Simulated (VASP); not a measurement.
# ZnS (Wurtzite-2H) (P6_3mc) in VASP: further runs, part 2 of 3

VASP 6.6.1. The steps go on from the part before.

**3. Single point, PBEsol**

This run uses another cell than the first one, of 19.41 Å³/atom, 1.010 times its volume.

File INCAR:

```
SYSTEM = ZnS
ALGO = Normal
EDIFF = 1E-6
ENCUT = 520
GGA = PS
ISIF = 2
ISMEAR = -1
LASPH = .True.
LCHARG = .False.
LREAL = .False.
LWAVE = .False.
NBANDS = 26
NELM = 80
PREC = Accurate
SIGMA = 0.05
```

File KPOINTS:

```
k-points
0
Gamma
  7 7 4
  0 0 0
```

File POSCAR:

```
ZnS
1.0
    3.8110000000      0.0000000000      0.0000000000
   -1.9055000000      3.3004228138      0.0000000000
    0.0000000000      0.0000000000      6.1716600000
Zn S
2 2
Direct
    0.6666666667      0.3333333333      0.5000000000
    0.3333333333      0.6666666667      0.0000000000
    0.6666666667      0.3333333333      0.8850000000
    0.3333333333      0.6666666667      0.3850000000
```

Potentials or basis: VASP PAW PBE potentials, release 64 (Zn, S).

Launch:

```
> cat potpaw_PBE.64/Zn/POTCAR potpaw_PBE.64/S/POTCAR > POTCAR
> mpirun -np 1 vasp_std > vasp.out
```

OUTCAR:

```text
SYSTEM = ZnS
   EDIFF = 1E-6
   ENCUT = 520
   GGA = PS
   ISIF = 2
   ISMEAR = -1
   LASPH = .True.
   LREAL = .False.
   NELM = 80
   PREC = Accurate

 ion  position               nearest neighbor table
   1  0.667  0.333  0.500-   4 2.31   4 2.31   4 2.31   3 2.38
   2  0.333  0.667  0.000-   3 2.31   3 2.31   3 2.31   4 2.38
   3  0.667  0.333  0.885-   2 2.31   2 2.31   2 2.31   1 2.38
   4  0.333  0.667  0.385-   1 2.31   1 2.31   1 2.31   2 2.38

  LATTYP: Found a hexagonal cell.
 ALAT       =     3.8110000000
 C/A-ratio  =     1.6194332196

  Lattice vectors:

 A1 = (   3.8110000000,   0.0000000000,   0.0000000000)
 A2 = (  -1.9055000000,   3.3004228138,   0.0000000000)
 A3 = (   0.0000000000,   0.0000000000,   6.1716600000)

Analysis of symmetry for initial positions (statically):
=====================================================================
 Subroutine PRICEL returns:
 Original cell was already a primitive cell.

 Routine SETGRP: Setting up the symmetry group for a
 hexagonal supercell.

 Subroutine GETGRP returns: Found 12 space group operations
 (whereof  6 operations were pure point group operations)
 out of a pool of 24 trial point group operations.

The static configuration has the point symmetry C_3v.
 The point group associated with its full space group is C_6v.

Analysis of symmetry for dynamics (positions and initial velocities):
=====================================================================
 Subroutine PRICEL returns:
 Original cell was already a primitive cell.

 Routine SETGRP: Setting up the symmetry group for a
 hexagonal supercell.

 Subroutine GETGRP returns: Found 12 space group operations
 (whereof  6 operations were pure point group operations)
 out of a pool of 24 trial point group operations.

The dynamic configuration has the point symmetry C_3v.
 The point group associated with its full space group is C_6v.

 Subroutine INISYM returns: Found 12 space group operations
 (whereof  6 operations are pure point group operations),
 and found     1 'primitive' translations

----------------------------------------------------------------------------------------

                                     Primitive cell

  volume of cell :      77.6266

  direct lattice vectors                    reciprocal lattice vectors
     3.811000000  0.000000000  0.000000000     0.262398321  0.151495741  0.000000000
    -1.905500000  3.300422814  0.000000000     0.000000000  0.302991482  0.000000000
     0.000000000  0.000000000  6.171660000     0.000000000  0.000000000  0.162030961

  length of vectors
     3.811000000  3.811000000  6.171660000     0.302991482  0.302991482  0.162030961

  position of ions in fractional coordinates (direct lattice)
     0.666666667  0.333333333  0.500000000
     0.333333333  0.666666667  0.000000000
     0.666666667  0.333333333  0.885000000
     0.333333333  0.666666667  0.385000000

  ion indices of the primitive-cell ions
   primitive index   ion index
                 1           1
                 2           2
                 3           3
                 4           4

----------------------------------------------------------------------------------------

 KPOINTS: k-points

Automatic generation of k-mesh.
 Grid dimensions read from file:
 generate k-points for:    7    7    4

 Generating k-lattice:

  Cartesian coordinates                     Fractional coordinates (reciprocal lattice)
     0.037485474  0.021642249  0.000000000     0.142857143 -0.000000000  0.000000000
     0.000000000  0.043284497  0.000000000     0.000000000  0.142857143  0.000000000
     0.000000000  0.000000000  0.040507740     0.000000000  0.000000000  0.250000000

  Length of vectors
     0.043284497  0.043284497  0.040507740

  Shift w.r.t. Gamma in fractional coordinates (k-lattice)
     0.000000000  0.000000000  0.000000000

 Subroutine IBZKPT returns following result:
 ===========================================

 Found     24 irreducible k-points:

 Following reciprocal coordinates:
            Coordinates               Weight
  0.000000  0.000000  0.000000      1.000000
  0.142857 -0.000000  0.000000      6.000000
  0.285714 -0.000000  0.000000      6.000000
  0.428571 -0.000000  0.000000      6.000000
  0.142857  0.142857  0.000000      6.000000
  0.285714  0.142857  0.000000     12.000000
[... 16 lines left out ...]
  0.428571  0.142857  0.500000      6.000000
  0.285714  0.285714  0.500000      6.000000
   k-points           NKPTS =     24   k-points in BZ     NKDIM =     24   number of bands    NBANDS=     26
   number of dos      NEDOS =    301   number of ions     NIONS =      4
   total plane-waves  NPLWV =  37632
   dimension x,y,z NGX =    28 NGY =   28 NGZ =   48
   dimension x,y,z NGXF=    56 NGYF=   56 NGZF=   96
   ions per type =               2   2
   NGX,Y,Z   is equivalent  to a cutoff of  12.21, 12.21, 12.93 a.u.
   NGXF,Y,Z  is equivalent  to a cutoff of  24.43, 24.43, 25.86 a.u.
 SYSTEM =  ZnS
   PREC   = accura    normal or accurate (medium, high low for compatibility)
   ISTART =      0    job   : 0-new  1-cont  2-samecut
   ICHARG =      2    charge: 1-file 2-atom 10-const
   ISPIN  =      1    spin polarized calculation?
   LNONCOLLINEAR =      F non collinear calculations
   LSORBIT =      F    spin-orbit coupling
   LASPH  =      T    aspherical Exc in radial PAW
   ENCUT  =  520.0 eV  38.22 Ry    6.18 a.u.   7.09  7.09 11.48*2*pi/ulx,y,z
   NELM   =     80;   NELMIN=  2; NELMDL= -5     # of ELM steps
   EDIFF  = 0.1E-05   stopping-criterion for ELM
   LREAL  =      F    real-space projection
   EDIFFG = 0.1E-04   stopping-criterion for IOM
   NSW    =      0    number of steps for IOM
   IBRION =     -1    ionic relax: 0-MD 1-quasi-New 2-CG
   NFREE  =      0    steps in history (QN), initial steepest desc. (CG)
   ISIF   =      2    stress and relaxation
   ISYM   =      2    0-nonsym 1-usesym 2-fastsym
   POTIM  = 0.5000    time-step for ionic-motion
   TEBEG  =    0.0;   TEEND  =   0.0 temperature during run
   PSTRESS=    0.0 pullay stress
   NELECT =      36.0000    total number of electrons
   NUPDOWN=      -1.0000    fix difference up-down
   EMIN   =  10.00;   EMAX   =-10.00  energy-range for DOS
   EFERMI =   0.00;   METHOD = LEGACY
   ISMEAR =    -1;   SIGMA  =   0.05  broadening in eV -4-tet -1-fermi 0-gaus
   EFERMI_NEDOS =   21; number of points for ismear=-14 and -15
   IALGO  =     38    algorithm
   IMIX   =      4    mixing-type and parameters
     AMIX     =   0.40;   BMIX     =  1.00
     AMIX_MAG =   1.60;   BMIX_MAG =  1.00
  volume/ion in A,a.u.               =      19.41       130.96
  Fermi-wavevector in a.u.,A,eV,Ry     =   1.267182  2.394626 21.847541  1.605749
  Thomas-Fermi vector in A             =   2.400343
   LORBIT       =      0    0 simple, 1 ext, 2 COOP (PROOUT), +10 PAW based schemes
   GGA     = PS    functional components
   LHFCALC =     F    Hartree Fock is set to
   AEXX    =    0.0000 exact exchange contribution
   IVDW    =     0    specifies the selected vdW correction
   LEPSILON=     F    determine dielectric tensor
   LRPA    =     F    only Hartree local field effects (RPA)
 non-spin polarized calculation
  energy-cutoff  :      520.00
  volume of cell :       77.63
 maximum number of plane-waves:      2106
   NGX = 15   NGY = 15   NGZ = 23

 number of electron      35.9999970 magnetization

 Free energy of the ion-electron system (eV)
  ---------------------------------------------------
  ext. energy  EPLUGINS =         0.00000000
  ---------------------------------------------------
  free energy    TOTEN  =       -15.14857556 eV

  energy without entropy =      -15.14857556  energy(sigma->0) =      -15.14857556

 E-fermi :   3.1574     XC(G=0):  -9.9168

 val. band max:        2.1853498004   @ k =   0.0000   0.0000   0.0000
 cond. band min:       4.3301328999   @ k =   0.0000   0.0000   0.0000
 fundamental gap:      2.1447830995
 Fermi energy:         3.1573626305

 k-point     1 :       0.0000    0.0000    0.0000
  band No.  band energies     occupation
      1     -11.1131      2.00000
      2     -10.1276      2.00000
      3      -4.2720      2.00000
      4      -4.2720      2.00000
      5      -4.2059      2.00000
      6      -4.2052      2.00000
[... 685 lines left out ...]
     25      11.0846      0.00000
     26      11.0846      0.00000

------------------------ aborting loop because EDIFF is reached ----------------------------------------

  FORCE on cell =-STRESS in cart. coord.  units (eV):
  Direction    XX          YY          ZZ          XY          YZ          ZX
  --------------------------------------------------------------------------------------
  -------------------------------------------------------------------------------------
  Total       -0.0953688     -0.0953688     -0.4302920      0.0000000     -0.0000000      0.0000000
  in kB       -1.9683691     -1.9683691     -8.8810294      0.0000000     -0.0000000      0.0000000
  external PRESSURE =      -4.2725892 kB  Pullay stress =       0.0000000 kB

 VOLUME and BASIS-vectors are now :
 -----------------------------------------------------------------------------
  energy-cutoff  :      520.00
  volume of cell :       77.63
      direct lattice vectors                 reciprocal lattice vectors
     3.811000000  0.000000000  0.000000000     0.262398321  0.151495741  0.000000000
    -1.905500000  3.300422814  0.000000000     0.000000000  0.302991482  0.000000000
     0.000000000  0.000000000  6.171660000     0.000000000  0.000000000  0.162030961

 POSITION                                       TOTAL-FORCE (eV/Angst)
 -----------------------------------------------------------------------------------
      1.90550      1.10014      3.08583         0.000000     -0.000000      0.269271
     -0.00000      2.20028      0.00000        -0.000000      0.000000      0.269271
      1.90550      1.10014      5.46192        -0.000000      0.000000     -0.269271
     -0.00000      2.20028      2.37609        -0.000000      0.000000     -0.269271
 -----------------------------------------------------------------------------------
    total drift:                               -0.000000     -0.000000      0.000180

  FREE ENERGIE OF THE ION-ELECTRON SYSTEM (eV)
  ---------------------------------------------------
  free  energy   TOTEN  =       -15.1485755609 eV

  energy  without entropy=      -15.1485755608  energy(sigma->0) =      -15.14857556
```

OSZICAR:

```text
N       E                     dE             d eps       ncg     rms          rms(c)
DAV:   1     0.241073005149E+03    0.24107E+03   -0.17071E+04  1248   0.166E+03
DAV:   2     0.830626788024E+01   -0.23277E+03   -0.22225E+03  1290   0.350E+02
DAV:   3    -0.153666880805E+02   -0.23673E+02   -0.23442E+02  1470   0.111E+02
DAV:   4    -0.159563039694E+02   -0.58962E+00   -0.58819E+00  1438   0.176E+01
DAV:   5    -0.159651410072E+02   -0.88370E-02   -0.88346E-02  1494   0.213E+00    0.977E+00
DAV:   6    -0.151600476116E+02    0.80509E+00   -0.17747E+00  1682   0.403E+01    0.748E+00
DAV:   7    -0.151581276555E+02    0.19200E-02   -0.12080E+00  1312   0.674E+00    0.328E+00
DAV:   8    -0.151487625997E+02    0.93651E-02   -0.30283E-02  1630   0.179E+00    0.859E-01
DAV:   9    -0.151483585016E+02    0.40410E-03   -0.97620E-03  1678   0.149E+00    0.214E-01
DAV:  10    -0.151484508671E+02   -0.92365E-04   -0.54573E-04  1516   0.315E-01    0.109E-01
DAV:  11    -0.151485751728E+02   -0.12431E-03   -0.19586E-04  1302   0.976E-02    0.439E-02
DAV:  12    -0.151485735442E+02    0.16285E-05   -0.10645E-05  1572   0.704E-02    0.954E-03
DAV:  13    -0.151485757976E+02   -0.22534E-05   -0.49901E-06  1296   0.126E-02    0.359E-03
DAV:  14    -0.151485755609E+02    0.23671E-06   -0.24395E-07   732   0.631E-03
   1 F= -.15148576E+02 E0= -.15148576E+02  d E =-.860715E-10
```

stdout:

```text
POSCAR found type information on POSCAR ZnS
 POSCAR found :  2 types and       4 ions
 scaLAPACK will be used
 -----------------------------------------------------------------------------
|                                                                             |
|                                                                             |
|     You enforced a specific xc type in the INCAR file but a different       |
|     I HOPE YOU KNOW WHAT YOU ARE DOING!                                     |
|                                                                             |
 -----------------------------------------------------------------------------

 LDA part: xc-table for (Slater+PW92), standard interpolation
 POSCAR, INCAR and KPOINTS ok, starting setup
 FFT: planning ... GRIDC
 FFT: planning ... GRID_SOFT
 FFT: planning ... GRID
 WAVECAR not read
 entering main loop
```

Run time: 67 s. Hardware: 1 thread of Intel Xeon 8259CL, shared host; peak memory 0.2 GiB.

What came out:

| Property | Result |
| --- | --- |
| Free energy | -15.1486 eV |
| Pressure | -0.4 GPa |
| Largest force | 0.269 eV/Å |
| Band gap on the k mesh | 2.14 eV, direct |

Forces in eV/Å, atoms in the order of the input:
```
Zn   0.000  0.000  0.269
Zn   0.000  0.000  0.269
S    0.000  0.000 -0.269
S    0.000  0.000 -0.269
```

Stress tensor (GPa, compression positive):
```
-0.20  0.00  0.00
 0.00 -0.20  0.00
 0.00  0.00 -0.89
```

Caveat: the PAW data sets were made with another functional, which shifts forces and pressure a little.

**4. Single point, PBEsol**

This run uses another cell than the first one, of 19.80 Å³/atom, 1.031 times its volume.

File INCAR:

```
SYSTEM = ZnS
PREC = Accurate
ENCUT = 520
EDIFF = 1E-7
ISMEAR = -1
SIGMA = 0.05
LREAL = .False.
LASPH = .True.
NELM = 80
ALGO = Normal
ISIF = 2
LWAVE = .False.
LCHARG = .False.
GGA = PS
NBANDS = 26
```

File KPOINTS:

```
Automatic mesh
0
Gamma
  7 7 4
  0 0 0
```

POSCAR, as its differences from that of step 3:

```diff
@@ -4,3 +4,3 @@
    -1.9055000000      3.3004228138      0.0000000000
-    0.0000000000      0.0000000000      6.1716600000
+    0.0000000000      0.0000000000      6.2963400000
 Zn S
```

Launch:

```
> cat potpaw_PBE.64/Zn/POTCAR potpaw_PBE.64/S/POTCAR > POTCAR
> mpirun -np 1 vasp_std > vasp.out
```

It took 76 s on 1 thread of Intel Xeon 8259CL, shared host; peak memory 0.2 GiB.

It converged, with:

| Property | Result |
| --- | --- |
| Free energy | -15.1263 eV |
| Pressure | -1.7 GPa |
| Largest force | 0.337 eV/Å |
| Band gap on the k mesh | 2.07 eV, direct |

Forces on the atoms (eV/Å):
```
Zn   0.000  0.000  0.337
Zn   0.000  0.000  0.337
S    0.000  0.000 -0.337
S    0.000  0.000 -0.337
```

Stress tensor (GPa, compression positive):
```
-0.76  0.00  0.00
 0.00 -0.76  0.00
 0.00  0.00 -3.65
```

Levels at points of the mesh, in eV from the valence-band top:
```
           k point  band 14  band 15  band 16  band 17  band 18  band 19  band 20  band 21  band 22  band 23
(0.00, 0.00, 0.00)    -0.82    -0.82    -0.02     0.00     0.00     2.07     2.94     6.26     6.26     6.43
(0.00, 0.00, 0.50)    -2.81    -0.43    -0.43    -0.43    -0.43     3.41     3.41     6.64     6.64     6.69
```

Caveat: the PAW data sets were made with another functional, which shifts forces and pressure a little.

(Continued in part 3 of 3.)
